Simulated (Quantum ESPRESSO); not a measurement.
# Hf (P6_3/mmc) in Quantum ESPRESSO: a series of runs, part 3 of 3

Quantum ESPRESSO 7.5. Earlier steps stand in the parts before.

## Step 5: Phonons and electron-phonon coupling, PBE

Input file pw.in:

```
&CONTROL
  calculation = 'scf'
  prefix = 'pwscf'
  outdir = './tmp'
  pseudo_dir = './pseudo'
  tprnfor = .true.
  tstress = .true.
  disk_io = 'low'
/
&SYSTEM
  ibrav = 0
  celldm(1) = 8
  nat = 2
  ntyp = 1
  ecutwfc = 52
  nbnd = 19
  occupations = 'smearing'
  smearing = 'mp'
  degauss = 0.01999163
/
&ELECTRONS
  conv_thr = 4d-10
  electron_maxstep = 120
  mixing_beta = 0.5
/
ATOMIC_SPECIES
Hf   178.4900 72_Hf_12_2.3_3.0_pbe_n_v1.0.upf
CELL_PARAMETERS alat
  0.7551109378239   0.0000000000000   0.0000000000000
 -0.3775554689119   0.6539452548363   0.0000000000000
  0.0000000000000   0.0000000000000   1.1947320991415
ATOMIC_POSITIONS crystal
Hf     0.6666666667    0.3333333333    0.7500000000
Hf     0.3333333333    0.6666666667    0.2500000000
K_POINTS automatic
6 6 4 0 0 0
```

Input file relax.in:

```
&CONTROL
  calculation = 'vc-relax'
  prefix = 'pwscf'
  outdir = './tmp'
  pseudo_dir = './pseudo'
  tprnfor = .true.
  tstress = .true.
  disk_io = 'low'
  nstep = 40
  forc_conv_thr = 0.0001
  etot_conv_thr = 1d-06
/
&SYSTEM
  ibrav = 0
  celldm(1) = 8
  nat = 2
  ntyp = 1
  ecutwfc = 52
  nbnd = 19
  occupations = 'smearing'
  smearing = 'mp'
  degauss = 0.01999163
/
&ELECTRONS
  conv_thr = 4d-10
  electron_maxstep = 120
  mixing_beta = 0.5
/
&IONS
  ion_dynamics = 'bfgs'
/
&CELL
  cell_dynamics = 'bfgs'
  press = 0
  press_conv_thr = 0.2
/
ATOMIC_SPECIES
Hf   178.4900 72_Hf_12_2.3_3.0_pbe_n_v1.0.upf
CELL_PARAMETERS alat
  0.7551109378239   0.0000000000000   0.0000000000000
 -0.3775554689119   0.6539452548363   0.0000000000000
  0.0000000000000   0.0000000000000   1.1947320991415
ATOMIC_POSITIONS crystal
Hf     0.6666666667    0.3333333333    0.7500000000
Hf     0.3333333333    0.6666666667    0.2500000000
K_POINTS automatic
6 6 4 0 0 0
```

Input file scf2.in:

```
&CONTROL
  calculation = 'scf'
  prefix = 'pwscf'
  outdir = './tmp'
  pseudo_dir = './pseudo'
  tprnfor = .true.
  tstress = .true.
  disk_io = 'low'
/
&SYSTEM
  ibrav = 0
  celldm(1) = 8
  nat = 2
  ntyp = 1
  ecutwfc = 52
  nbnd = 19
  occupations = 'smearing'
  smearing = 'mp'
  degauss = 0.01999163
/
&ELECTRONS
  conv_thr = 1d-13
  electron_maxstep = 120
  mixing_beta = 0.5
  startingpot = 'file'
  startingwfc = 'file'
/
ATOMIC_SPECIES
Hf   178.4900 72_Hf_12_2.3_3.0_pbe_n_v1.0.upf
CELL_PARAMETERS alat
  0.7554823961886   0.0000000000000   0.0000000000000
 -0.3777411980943   0.6542669472113   0.0000000000000
  0.0000000000000   0.0000000000000   1.2039721315669
ATOMIC_POSITIONS crystal
Hf     0.6666666666    0.3333333332    0.7500000000
Hf     0.3333333332    0.6666666666    0.2500000000
K_POINTS automatic
6 6 4 0 0 0
```

Input file dense.in:

```
&CONTROL
  calculation = 'scf'
  prefix = 'pwscf'
  outdir = './tmp'
  pseudo_dir = './pseudo'
  tprnfor = .true.
  tstress = .true.
  disk_io = 'low'
/
&SYSTEM
  ibrav = 0
  celldm(1) = 8
  nat = 2
  ntyp = 1
  ecutwfc = 52
  nbnd = 19
  occupations = 'smearing'
  smearing = 'mp'
  degauss = 0.01999163
  la2F = .true.
/
&ELECTRONS
  conv_thr = 1d-12
  electron_maxstep = 120
  mixing_beta = 0.5
  startingpot = 'file'
/
ATOMIC_SPECIES
Hf   178.4900 72_Hf_12_2.3_3.0_pbe_n_v1.0.upf
CELL_PARAMETERS alat
  0.7554823961886   0.0000000000000   0.0000000000000
 -0.3777411980943   0.6542669472113   0.0000000000000
  0.0000000000000   0.0000000000000   1.2039721315669
ATOMIC_POSITIONS crystal
Hf     0.6666666666    0.3333333332    0.7500000000
Hf     0.3333333332    0.6666666666    0.2500000000
K_POINTS automatic
24 24 16 0 0 0
```

Input file scf3.in:

```
&CONTROL
  calculation = 'scf'
  prefix = 'pwscf'
  outdir = './tmp'
  pseudo_dir = './pseudo'
  tprnfor = .true.
  tstress = .true.
  disk_io = 'low'
/
&SYSTEM
  ibrav = 0
  celldm(1) = 8
  nat = 2
  ntyp = 1
  ecutwfc = 52
  nbnd = 19
  occupations = 'smearing'
  smearing = 'mp'
  degauss = 0.01999163
/
&ELECTRONS
  conv_thr = 1d-12
  electron_maxstep = 120
  mixing_beta = 0.5
  startingpot = 'file'
/
ATOMIC_SPECIES
Hf   178.4900 72_Hf_12_2.3_3.0_pbe_n_v1.0.upf
CELL_PARAMETERS alat
  0.7554823961886   0.0000000000000   0.0000000000000
 -0.3777411980943   0.6542669472113   0.0000000000000
  0.0000000000000   0.0000000000000   1.2039721315669
ATOMIC_POSITIONS crystal
Hf     0.6666666666    0.3333333332    0.7500000000
Hf     0.3333333332    0.6666666666    0.2500000000
K_POINTS automatic
6 6 4 0 0 0
```

Input file ph.in:

```
phonon_bands of Hf
&INPUTPH
  prefix = 'pwscf'
  outdir = './tmp'
  tr2_ph = 1d-18
  fildyn = 'dyn'
  niter_ph = 90
  alpha_mix(1) = 0.4
  ldisp = .true.
  nq1 = 3
  nq2 = 3
  nq3 = 2
  electron_phonon = 'interpolated'
  el_ph_sigma = 0.005
  el_ph_nsigma = 10
  fildvscf = 'dvscf'
/
```

Input file q2r.in:

```
&INPUT
  fildyn = 'dyn'
  zasr = 'crystal'
  flfrc = 'fc'
  la2F = .true.
/
```

Input file matdyn.in:

```
&INPUT
  asr = 'crystal'
  flfrc = 'fc'
  flfrq = 'freq'
  q_in_cryst_coord = .true.
  flvec = ' '
/
80
 0.0000000000  0.0000000000  0.0000000000
 0.0500000000  0.0000000000  0.0000000000
 0.1000000000  0.0000000000  0.0000000000
 0.1500000000  0.0000000000  0.0000000000
 0.2000000000  0.0000000000  0.0000000000
 0.2500000000  0.0000000000  0.0000000000
 0.3000000000  0.0000000000  0.0000000000
 0.3500000000  0.0000000000  0.0000000000
 0.4000000000  0.0000000000  0.0000000000
 0.4500000000  0.0000000000  0.0000000000
 0.5000000000  0.0000000000  0.0000000000
 0.4722222222  0.0555555556  0.0000000000
 0.4444444444  0.1111111111  0.0000000000
 0.4166666667  0.1666666667  0.0000000000
 0.3888888889  0.2222222222  0.0000000000
 0.3611111111  0.2777777778  0.0000000000
 0.3333333333  0.3333333333  0.0000000000
 0.3055555556  0.3055555556  0.0000000000
 0.2777777778  0.2777777778  0.0000000000
 0.2500000000  0.2500000000  0.0000000000
 0.2222222222  0.2222222222  0.0000000000
 0.1944444444  0.1944444444  0.0000000000
 0.1666666667  0.1666666667  0.0000000000
 0.1388888889  0.1388888889  0.0000000000
 0.1111111111  0.1111111111  0.0000000000
 0.0833333333  0.0833333333  0.0000000000
 0.0555555556  0.0555555556  0.0000000000
 0.0277777778  0.0277777778  0.0000000000
 0.0000000000  0.0000000000  0.0000000000
 0.0000000000  0.0000000000  0.1000000000
 0.0000000000  0.0000000000  0.2000000000
 0.0000000000  0.0000000000  0.3000000000
 0.0000000000  0.0000000000  0.4000000000
 0.0000000000  0.0000000000  0.5000000000
 0.0454545455  0.0000000000  0.5000000000
 0.0909090909  0.0000000000  0.5000000000
 0.1363636364  0.0000000000  0.5000000000
 0.1818181818  0.0000000000  0.5000000000
 0.2272727273  0.0000000000  0.5000000000
 0.2727272727  0.0000000000  0.5000000000
 0.3181818182  0.0000000000  0.5000000000
 0.3636363636  0.0000000000  0.5000000000
 0.4090909091  0.0000000000  0.5000000000
 0.4545454545  0.0000000000  0.5000000000
 0.5000000000  0.0000000000  0.5000000000
 0.4722222222  0.0555555556  0.5000000000
 0.4444444444  0.1111111111  0.5000000000
 0.4166666667  0.1666666667  0.5000000000
 0.3888888889  0.2222222222  0.5000000000
 0.3611111111  0.2777777778  0.5000000000
 0.3333333333  0.3333333333  0.5000000000
 0.3095238095  0.3095238095  0.5000000000
 0.2857142857  0.2857142857  0.5000000000
 0.2619047619  0.2619047619  0.5000000000
 0.2380952381  0.2380952381  0.5000000000
 0.2142857143  0.2142857143  0.5000000000
 0.1904761905  0.1904761905  0.5000000000
 0.1666666667  0.1666666667  0.5000000000
 0.1428571429  0.1428571429  0.5000000000
 0.1190476190  0.1190476190  0.5000000000
 0.0952380952  0.0952380952  0.5000000000
 0.0714285714  0.0714285714  0.5000000000
 0.0476190476  0.0476190476  0.5000000000
 0.0238095238  0.0238095238  0.5000000000
 0.0000000000  0.0000000000  0.5000000000
 0.5000000000  0.0000000000  0.5000000000
 0.5000000000  0.0000000000  0.4285714286
 0.5000000000  0.0000000000  0.3571428571
 0.5000000000  0.0000000000  0.2857142857
 0.5000000000  0.0000000000  0.2142857143
 0.5000000000  0.0000000000  0.1428571429
 0.5000000000  0.0000000000  0.0714285714
 0.5000000000  0.0000000000  0.0000000000
 0.3333333333  0.3333333333  0.0000000000
 0.3333333333  0.3333333333  0.0833333333
 0.3333333333  0.3333333333  0.1666666667
 0.3333333333  0.3333333333  0.2500000000
 0.3333333333  0.3333333333  0.3333333333
 0.3333333333  0.3333333333  0.4166666667
 0.3333333333  0.3333333333  0.5000000000
```

Input file matdyn_dos.in:

```
&INPUT
  asr = 'crystal'
  flfrc = 'fc'
  dos = .true.
  fldos = 'phdos'
  nk1 = 9
  nk2 = 9
  nk3 = 8
  deltaE = 0.5
  flvec = ' '
  flfrq = ' '
/
```

Input file matdyn_a2f.in:

```
&INPUT
  asr = 'crystal'
  flfrc = 'fc'
  la2F = .true.
  dos = .true.
  fldos = 'dos2'
  nk1 = 8
  nk2 = 8
  nk3 = 6
  ndos = 60
  el_ph_nsigma = 10
  flfrq = 'dosfreq2'
  flvec = ' '
/
```

Input file matdyn_mesh.in:

```
&INPUT
  asr = 'crystal'
  flfrc = 'fc'
  flfrq = 'mesh'
  q_in_cryst_coord = .true.
  flvec = ' '
/
384
 0.06250000  0.06250000  0.08333333
 0.06250000  0.06250000  0.25000000
 0.06250000  0.06250000  0.41666667
[... 381 further points of the even 8 x 8 x 6 mesh, shifted by half a step ...]
```

Potentials or basis: SPMS 1.0 PBE.

Run with:

```console
$ OMP_NUM_THREADS=1 mpirun -n 4 pw.x -nk 2 -in pw.in > pw.out
$ OMP_NUM_THREADS=1 mpirun -n 4 pw.x -nk 2 -in relax.in > relax.out
$ OMP_NUM_THREADS=1 mpirun -n 4 pw.x -nk 2 -in scf2.in > scf2.out
$ OMP_NUM_THREADS=1 mpirun -n 4 pw.x -nk 4 -in dense.in > dense.out
$ OMP_NUM_THREADS=1 mpirun -n 4 pw.x -nk 2 -in scf3.in > scf3.out
$ OMP_NUM_THREADS=1 mpirun -n 4 ph.x -nk 2 -in ph.in > ph.out
$ OMP_NUM_THREADS=1 mpirun -n 1 q2r.x -in q2r.in > q2r.out
$ OMP_NUM_THREADS=1 mpirun -n 1 matdyn.x -in matdyn.in > matdyn.out
$ OMP_NUM_THREADS=1 mpirun -n 1 matdyn.x -in matdyn_dos.in > matdyn_dos.out
$ OMP_NUM_THREADS=1 mpirun -n 1 matdyn.x -in matdyn_a2f.in > matdyn_a2f.out
$ OMP_NUM_THREADS=1 mpirun -n 1 matdyn.x -in matdyn_mesh.in > matdyn_mesh.out
```

pw.out:

```text
This program is part of the open-source Quantum ESPRESSO suite
     for quantum simulation of materials; please cite
[... 6 lines left out ...]
     using ibrav=0 with symmetry is DISCOURAGED, use correct ibrav instead

     K-points division:     npool     =       2
     Subspace diagonalization in iterative solution of the eigenvalue problem:
     a serial algorithm will be used

     --------------------
     sticks:   dense  smooth     PW     G-vecs:    dense   smooth      PW
     Min         256     256     81                 7653     7653    1298
     Max         261     261     82                 7654     7654    1301
     Sum         517     517    163                15307    15307    2599

     Using Slab Decomposition

     bravais-lattice index     =            0
     lattice parameter (alat)  =       8.0000  a.u.
     unit-cell volume          =     302.0596 (a.u.)^3
     number of atoms/cell      =            2
     number of atomic types    =            1
     number of electrons       =        24.00
     number of Kohn-Sham states=           19
     kinetic-energy cutoff     =      52.0000  Ry
     charge density cutoff     =     208.0000  Ry
     scf convergence threshold =      4.0E-10
     mixing beta               =       0.5000
     number of iterations used =            8  plain     mixing
     Exchange-correlation= PBE
                           (   1   4   3   4   0   0   0)

     celldm(1)=   8.000000  celldm(2)=   0.000000  celldm(3)=   0.000000
     celldm(4)=   0.000000  celldm(5)=   0.000000  celldm(6)=   0.000000

[... 130 lines left out ...]

   -47.4830 -47.4120 -16.5975 -15.8655 -15.8655 -15.7377 -15.7377 -15.7284
     7.0541  10.7243  15.0683  15.6171  15.6171  15.9003  16.4389  16.4389
    17.0887  17.0887  19.7896
[... 45 lines left out ...]
   -47.4207 -47.4207 -16.3911 -16.3911 -15.9426 -15.9426 -15.9023 -15.9023
    10.8194  10.8194  13.5825  13.5825  15.0410  15.0410  16.9583  16.9583
    19.5843  19.5844  19.6955

          k = 0.0000-0.7646 0.0000 (  1922 PWs)   bands (ev):

   -47.4234 -47.4001 -16.4357 -16.2890 -16.2303 -16.0408 -15.9492 -15.8271
    11.0826  11.6879  12.2147  13.6274  15.2374  15.3117  16.1142  20.3331
    20.8432  20.9215  21.3768

          k = 0.0000-0.7646 0.2093 (  1916 PWs)   bands (ev):

   -47.4200 -47.4035 -16.5052 -16.3865 -16.0949 -16.0102 -15.9108 -15.8590
    10.8081  11.6266  13.0802  13.1320  15.6394  15.7173  15.8150  19.1661
    20.4620  20.7802  20.9647

          k = 0.0000-0.7646-0.4185 (  1916 PWs)   bands (ev):

   -47.4117 -47.4117 -16.5036 -16.5036 -15.9417 -15.9417 -15.9352 -15.9352
    11.0317  11.0317  13.4534  13.4534  15.6064  15.6064  17.0979  17.0979
    20.5415  20.6209  20.6212

          k = 0.2207 0.3823 0.0000 (  1909 PWs)   bands (ev):
[... 49 lines left out ...]
   -47.4072 -47.4072 -16.4001 -16.4001 -16.1941 -16.1941 -15.8681 -15.8681
    12.6813  12.6813  12.9750  12.9750  14.2347  14.2347  16.9658  16.9658
    19.5100  19.5100  23.0004

     the Fermi energy is    14.4884 ev

!    total energy              =    -225.92405130 Ry
     estimated scf accuracy    <          1.1E-10 Ry
     smearing contrib. (-TS)   =      -0.00031913 Ry
     internal energy E=F+TS    =    -225.92373217 Ry

     The total energy is F=E-TS. E is the sum of the following terms:
     one-electron contribution =     -44.64744229 Ry
     hartree contribution      =      30.31238687 Ry
     xc contribution           =     -55.41931032 Ry
     ewald contribution        =    -156.16936644 Ry

     convergence has been achieved in   8 iterations

     Forces acting on atoms (cartesian axes, Ry/au):

     atom    1 type  1   force =     0.00000000    0.00000000    0.00000000
     atom    2 type  1   force =     0.00000000    0.00000000    0.00000000

     Total force =     0.000000     Total SCF correction =     0.000000

     Computing stress (Cartesian axis) and pressure

          total   stress  (Ry/bohr**3)                   (kbar)     P=        9.54
   0.00004598  -0.00000000   0.00000000            6.76       -0.00        0.00
  -0.00000000   0.00004598   0.00000000           -0.00        6.76        0.00
   0.00000000   0.00000000   0.00010250            0.00        0.00       15.08

=------------------------------------------------------------------------------=
   JOB DONE.
=------------------------------------------------------------------------------=
```

Wall time 38 min (4 MPI ranks of Intel Xeon at 2.50GHz (Skylake/Cascade Lake), shared host); peak memory 0.52 GiB.

Results:

| Quantity | Value |
| --- | --- |
| Free energy | -3073.8550 eV |
| Relaxed volume | 22.58 Å³/atom |
| Relaxed cell | a = 3.198 Å, b = 3.198 Å, c = 5.097 Å, α = 90.00°, β = 90.00°, γ = 120.00° |
| Space group after relaxing (to 0.05 Å) | P6_3/mmc (No. 194) |
| Pressure after relaxing | 0.0 GPa |
| Band gap on the k mesh | none (metal or under the smearing width) |
| Highest phonon frequency | 148 cm⁻¹ |
| Zero-point energy | 0.018 eV/atom |

Step by step:
```
step  energy change (eV)  largest force (eV/Å)  pressure (GPa)  volume (Å³)
   1              0.0000                0.0000            0.95        44.76
   2             -0.0011                0.0000            0.42        44.98
   3             -0.0016                0.0000           -0.07        45.18
   4             -0.0016                0.0000           -0.09        45.19
   5             -0.0017                0.0000           -0.05        45.17
   6             -0.0017                0.0000           -0.01        45.15
```

Final structure:
```
CELL_PARAMETERS angstrom
3.19827 0.00000 0.00000
-1.59914 2.76979 0.00000
0.00000 0.00000 5.09692
ATOMIC_POSITIONS crystal
Hf 0.66667 0.33333 0.75000
Hf 0.33333 0.66667 0.25000
```

Phonon frequencies in cm⁻¹ (negative: imaginary):
| q point | frequencies |
| --- | --- |
| (0.000, 0.000, 0.000) | 0 0 0 81 81 112 |
| (0.350, 0.000, 0.000) | 56 61 112 113 114 130 |
| (0.389, 0.222, 0.000) | 86 87 104 111 122 142 |
| (0.194, 0.194, 0.000) | 61 70 95 113 123 124 |
| (0.000, 0.000, 0.000) | 0 0 0 81 81 112 |
| (0.091, 0.000, 0.500) | 60 60 61 61 106 106 |
| (0.409, 0.000, 0.500) | 92 92 96 96 144 144 |
| (0.361, 0.278, 0.500) | 53 53 132 132 142 142 |
| (0.190, 0.190, 0.500) | 69 69 109 109 134 134 |
| (0.024, 0.024, 0.500) | 55 55 56 56 103 103 |
| (0.500, 0.000, 0.143) | 64 79 107 117 135 137 |
| (0.333, 0.333, 0.333) | 62 62 122 136 136 141 |

Phonon frequencies at the corners of the path (cm⁻¹, interpolated; i marks imaginary ones):
```csv
point,frequencies
Γ,0 0 0 81 81 112
M,58 74 110 119 131 136
K,96 96 106 108 108 145
A,54 54 54 54 102 102
L,93 93 98 98 148 148
H,52 52 133 133 142 142
```

Phonon states per cell in windows of 10 cm⁻¹ (negative: imaginary):
| from (cm⁻¹) | total |
| --- | --- |
| 0 | 0.00 |
| 10 | 0.01 |
| 20 | 0.03 |
| 30 | 0.06 |
| 40 | 0.12 |
| 50 | 0.25 |
| 60 | 0.71 |
| 70 | 0.67 |
| 80 | 0.53 |
| 90 | 0.40 |
| 100 | 0.74 |
| 110 | 0.79 |
| 120 | 0.64 |
| 130 | 0.68 |
| 140 | 0.37 |

Harmonic thermodynamics per atom at this volume (zero-point energy 18.4 meV, Debye temperature from the second moment 192 K):
```tsv
T (K)	free energy (meV)	entropy (k_B)	heat capacity Cv (k_B)
50	17.3	0.88	1.61
100	10.2	2.35	2.52
200	-18.9	4.23	2.87
298.15	-60.0	5.40	2.94
500	-168.3	6.93	2.98
800	-366.9	8.33	2.99
```

Electron-phonon coupling by broadening of the double delta (levels on a 24 × 24 × 16 mesh):
```csv
broadening (eV),λ,N(E_F) (states/eV a spin and cell),ω_log (K),"Tc, μ* 0.10 (K)","Tc, μ* 0.13 (K)"
0.07,0.64,0.722,125,3.4,2.5
0.14,0.50,0.737,124,1.5,0.9
0.20,0.50,0.797,123,1.5,0.9
0.27,0.52,0.844,122,1.7,1.1
0.34,0.54,0.885,122,2.0,1.3
0.41,0.57,0.931,123,2.4,1.6
0.48,0.59,0.980,123,2.7,1.9
0.54,0.62,1.027,124,3.1,2.2
0.61,0.64,1.069,124,3.4,2.5
0.68,0.66,1.106,124,3.7,2.7
```

The same from a weighted sum over the computed q points, without interpolation:
| broadening (eV) | λ | ω_log (K) | Tc, μ* 0.10 (K) | Tc, μ* 0.13 (K) |
| --- | --- | --- | --- | --- |
| 0.07 | 0.69 | 115 | 3.8 | 2.9 |
| 0.14 | 0.55 | 114 | 1.9 | 1.3 |
| 0.20 | 0.55 | 114 | 1.9 | 1.3 |
| 0.27 | 0.56 | 114 | 2.1 | 1.4 |
| 0.34 | 0.58 | 116 | 2.4 | 1.6 |
| 0.41 | 0.60 | 117 | 2.7 | 1.9 |
| 0.48 | 0.62 | 118 | 3.0 | 2.2 |
| 0.54 | 0.65 | 119 | 3.4 | 2.5 |
| 0.61 | 0.67 | 120 | 3.7 | 2.8 |
| 0.68 | 0.68 | 120 | 3.9 | 3.0 |

Eliashberg function at a broadening of 0.27 eV:
| cm⁻¹ | α²F |
| --- | --- |
| 4 | 0.000 |
| 11 | 0.000 |
| 19 | 0.001 |
| 26 | 0.002 |
| 34 | 0.006 |
| 41 | 0.013 |
| 49 | 0.028 |
| 56 | 0.094 |
| 64 | 0.353 |
| 71 | 0.368 |
| 79 | 0.272 |
| 86 | 0.214 |
| 94 | 0.106 |
| 101 | 0.280 |
| 109 | 0.183 |
| 116 | 0.312 |
| 124 | 0.241 |
| 131 | 0.231 |
| 139 | 0.234 |
| 146 | 0.011 |

Coupling and linewidth of each mode at the computed q points (broadening 0.27 eV):
```
                  q                   cm⁻¹                 λ of the modes   linewidths (GHz)
(0.00, 0.00, -0.50)    54 54 54 54 102 102  0.11 0.11 0.11 0.11 0.13 0.12      3 3 3 3 13 12
 (0.00, 0.33, 0.00)  55 59 110 111 114 128  0.16 0.15 0.04 0.09 0.08 0.05      5 5 4 11 11 9
(0.00, 0.33, -0.50)    89 89 90 90 137 137  0.06 0.05 0.02 0.02 0.04 0.03        5 4 1 2 7 5
 (0.33, 0.33, 0.00)  96 96 106 108 108 145  0.14 0.15 0.09 0.19 0.19 0.06  13 14 10 22 22 12
(0.33, 0.33, -0.50)  52 52 133 133 142 142  0.51 0.55 0.03 0.03 0.05 0.05     13 14 5 5 9 10
```

Caveat: the k mesh is coarse (spacing up to 0.38 Å⁻¹), so the values aren't converged; the mesh is thin for the phonons of a metal; λ from interpolated matrix elements is rough: modes that symmetry makes equal can differ by tens of percent.

## Step 6: Summary

| task | level | potentials or basis | cell | k mesh | cutoff (eV) | smearing | q mesh | mesh quality | gap on the mesh (eV) | pressure (GPa) |
| --- | --- | --- | --- | --- | --- | --- | --- | --- | --- | --- |
| phonons | PBEsol | GBRV 1.5 PBEsol | relaxed to 3 GPa | 8 × 8 × 4 | 612 | cold 0.2 eV | - | not flagged | none | 2.9 |
| phonons | PBEsol | GBRV 1.5 PBEsol | relaxed to 8 GPa | 8 × 8 × 4 | 612 | cold 0.2 eV | - | not flagged | none | 7.8 |
| phonons | PBEsol | GBRV 1.5 PBEsol | relaxed to 15 GPa | 8 × 8 × 4 | 612 | cold 0.2 eV | - | not flagged | none | 14.8 |
| phonons and electron-phonon coupling | PBE | SPMS 1.0 PBE | relaxed | 6 × 6 × 4 | 707 | methfessel-paxton 0.272 eV | 3 × 3 × 2 | coarse | none | 0.0 |

Alike in all rows: no spin polarisation.

Caveats: some runs use coarse meshes; the mesh is thin for the phonons of a metal; the cell is more than 3 GPa from zero pressure, which shifts response properties (some runs); λ from interpolated matrix elements is rough: modes that symmetry makes equal can differ by tens of percent (some runs).

Total energies depend on the potentials used, so only differences within one code and one set of settings carry meaning.
